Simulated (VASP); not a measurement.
# Ag (Im-3m) in VASP: further runs, part 2 of 2

VASP 6.6.1.

### Step 4. Single point, PBE

This run uses another cell than the first one, of 17.68 Å³/atom, 0.985 times its volume.

The input, INCAR:

```
SYSTEM = Ag
  ALGO = Fast
  EDIFF = 1E-6
  ENCUT = 520
  GGA = PE
  ISIF = 2
  ISMEAR = 0
  LASPH = .True.
  LCHARG = .False.
  LREAL = .False.
  LWAVE = .False.
  NBANDS = 12
  NELM = 100
  PREC = Accurate
  SIGMA = 0.05
```

The input, KPOINTS:

```
k-points
0
Gamma
  8 8 8
  0 0 0
```

The input, POSCAR:

```
Ag
1.0
   -1.6411893367      1.6411893367      1.6411893367
    1.6411893367     -1.6411893367      1.6411893367
    1.6411893367      1.6411893367     -1.6411893367
Ag
1
Direct
    0.0000000000      0.0000000000      0.0000000000
```

Potentials or basis: VASP PAW PBE potentials, release 64 (Ag).

Launch:

```bash
$ cat potpaw_PBE.64/Ag/POTCAR > POTCAR
$ mpirun -np 1 vasp_std > vasp.out
```

OUTCAR:

```text
SYSTEM = Ag
   EDIFF = 1E-6
   ENCUT = 520
   GGA = PE
   ISIF = 2
   ISMEAR = 0
   LASPH = .True.
   LREAL = .False.
   NELM = 100
   PREC = Accurate

 ion  position               nearest neighbor table
   1  0.000  0.000  0.000-

  LATTYP: Found a body centered cubic cell.
 ALAT       =     3.2823786734

  Lattice vectors:

 A1 = (  -1.6411893367,   1.6411893367,   1.6411893367)
 A2 = (   1.6411893367,  -1.6411893367,   1.6411893367)
 A3 = (   1.6411893367,   1.6411893367,  -1.6411893367)

Analysis of symmetry for initial positions (statically):
=====================================================================
 Subroutine PRICEL returns:
 Original cell was already a primitive cell.

 Routine SETGRP: Setting up the symmetry group for a
 body centered cubic supercell.

 Subroutine GETGRP returns: Found 48 space group operations
 (whereof 48 operations were pure point group operations)
 out of a pool of 48 trial point group operations.

The static configuration has the point symmetry O_h .

Analysis of symmetry for dynamics (positions and initial velocities):
[... 160 lines left out ...]
 E-fermi :   8.1037     XC(G=0): -11.9972

 val. band max:        8.1024222987   @ k =   0.3750   0.1250   0.0000
 cond. band min:       8.1813679285   @ k =   0.2500   0.2500   0.0000
 fundamental gap:      0.0789456298
 Fermi energy:         8.1036500764

 k-point     1 :       0.0000    0.0000    0.0000
  band No.  band energies     occupation
      1       0.4360      2.00000
      2       3.1349      2.00000
      3       3.1349      2.00000
      4       3.1349      2.00000
      5       4.3890      2.00000
      6       4.3890      2.00000
      7      25.7870      0.00000
      8      25.7870      0.00000
      9      25.7870      0.00000
     10      31.5488      0.00000
     11      31.5500      0.00000
     12      31.5559      0.00000
[... 331 lines left out ...]
 k-point    24 :      -0.3750    0.3750    0.2500
  band No.  band energies     occupation
      1       2.4855      2.00000
      2       2.7644      2.00000
      3       3.6067      2.00000
      4       3.9880      2.00000
      5       4.8052      2.00000
      6       8.3283      0.00000
      7      16.2636      0.00000
      8      18.7074      0.00000
      9      21.1817      0.00000
     10      23.5759      0.00000
     11      30.5998      0.00000
     12      32.6832      0.00000

 [... further k-points ...]
[... 5 lines left out ...]
  --------------------------------------------------------------------------------------
  -------------------------------------------------------------------------------------
  Total        0.1540358      0.1540358      0.1540358      0.0000000      0.0000000      0.0000000
  in kB       13.9571344     13.9571344     13.9571344      0.0000000      0.0000000      0.0000000
  external PRESSURE =      13.9571344 kB  Pullay stress =       0.0000000 kB

 VOLUME and BASIS-vectors are now :
 -----------------------------------------------------------------------------
  energy-cutoff  :      520.00
  volume of cell :       17.68
      direct lattice vectors                 reciprocal lattice vectors
    -1.641189337  1.641189337  1.641189337     0.000000000  0.304657110  0.304657110
     1.641189337 -1.641189337  1.641189337     0.304657110  0.000000000  0.304657110
     1.641189337  1.641189337 -1.641189337     0.304657110  0.304657110  0.000000000

 POSITION                                       TOTAL-FORCE (eV/Angst)
 -----------------------------------------------------------------------------------
      0.00000      0.00000      0.00000        -0.000000      0.000000      0.000000
 -----------------------------------------------------------------------------------
    total drift:                               -0.000000     -0.000000      0.000000

  FREE ENERGIE OF THE ION-ELECTRON SYSTEM (eV)
  ---------------------------------------------------
  free  energy   TOTEN  =        -2.6351630094 eV

  energy  without entropy=       -2.6324018638  energy(sigma->0) =       -2.63378244
```

OSZICAR:

```text
N       E                     dE             d eps       ncg     rms          rms(c)
DAV:   1     0.513152656079E+02    0.51315E+02   -0.53874E+03   696   0.817E+02
DAV:   2    -0.210056525292E+01   -0.53416E+02   -0.50757E+02   820   0.191E+02
DAV:   3    -0.287902377333E+01   -0.77846E+00   -0.77818E+00   808   0.245E+01
DAV:   4    -0.288131269853E+01   -0.22889E-02   -0.22888E-02   788   0.140E+00
DAV:   5    -0.288133099947E+01   -0.18301E-04   -0.18301E-04   800   0.116E-01    0.479E+00
RMM:   6    -0.264459030878E+01    0.23674E+00   -0.37083E-01   698   0.549E+00    0.311E+00
RMM:   7    -0.263773768647E+01    0.68526E-02   -0.88153E-03   778   0.105E+00    0.183E+00
RMM:   8    -0.263518104891E+01    0.25566E-02   -0.72398E-04   773   0.260E-01    0.191E-01
RMM:   9    -0.263516019364E+01    0.20855E-04   -0.11143E-04   816   0.926E-02    0.744E-02
RMM:  10    -0.263516177813E+01   -0.15845E-05   -0.18395E-05   793   0.353E-02    0.188E-02
RMM:  11    -0.263516284927E+01   -0.10711E-05   -0.47446E-06   679   0.144E-02    0.638E-03
RMM:  12    -0.263516300942E+01   -0.16015E-06   -0.33627E-07   534   0.449E-03
   1 F= -.26351630E+01 E0= -.26337824E+01  d E =-.276115E-02
```

stdout:

```text
POSCAR found type information on POSCAR Ag
 POSCAR found :  1 types and       1 ions
 scaLAPACK will be used
 LDA part: xc-table for (Slater+PW92), standard interpolation
 POSCAR, INCAR and KPOINTS ok, starting setup
 FFT: planning ... GRIDC
 FFT: planning ... GRID_SOFT
 FFT: planning ... GRID
 WAVECAR not read
 entering main loop
```

Run time: 6.6 s. Hardware: 1 thread of AMD EPYC 9R14 (Zen 4), shared host; peak memory 0.1 GiB.

What came out:

```yaml
Free_energy: -2.6352 eV
Pressure: 1.4 GPa
Band_gap_on_the_k_mesh: none (metal or under the smearing width)
```

Levels at points of the mesh, in eV from the Fermi level:
```
           k point  band 4  band 5  band 6  band 7  band 8  band 9
(0.00, 0.00, 0.00)   -4.97   -3.71   -3.71   17.68   17.68   17.68
(0.50, 0.00, 0.00)   -3.60   -2.77   -0.15    3.78   13.05   14.01
(0.50, 0.50, 0.50)   -2.99   -2.99    6.64    6.64    6.64   12.17
```

### Step 5. Summary

| level | cell | k mesh | exchange at q = 0 | grid for exact exchange (PRECFOCK) | screening parameter | gap on the mesh (eV) | pressure (GPa) |
| --- | --- | --- | --- | --- | --- | --- | --- |
| HSE06 | Im-3m, 17.95 Å³/atom | 10 × 10 × 10 | truncated | Normal | 0.2079 1/A | none | 0.1 |
| PBE | Im-3m, 17.1 Å³/atom | 8 × 8 × 8 | - | - | - | none | 5.0 |
| PBE | Im-3m, 17.68 Å³/atom | 8 × 8 × 8 | - | - | - | none | 1.4 |

Alike in all rows: task single point; potentials or basis VASP PAW PBE potentials, release 64 (Ag); no spin polarisation; cutoff (eV) 520; smearing gaussian 0.05 eV.

Every run on the cell as given and a fine mesh finds a metal. The pressure there spans 0.1 GPa (HSE06) to 5.0 GPa (PBE); a positive pressure means that this level wants a larger cell, a negative one a smaller.

Caveats: the PAW data sets were made with another functional, which shifts forces and pressure a little (some runs).

Absolute energies hang on the potentials; compare differences alone.
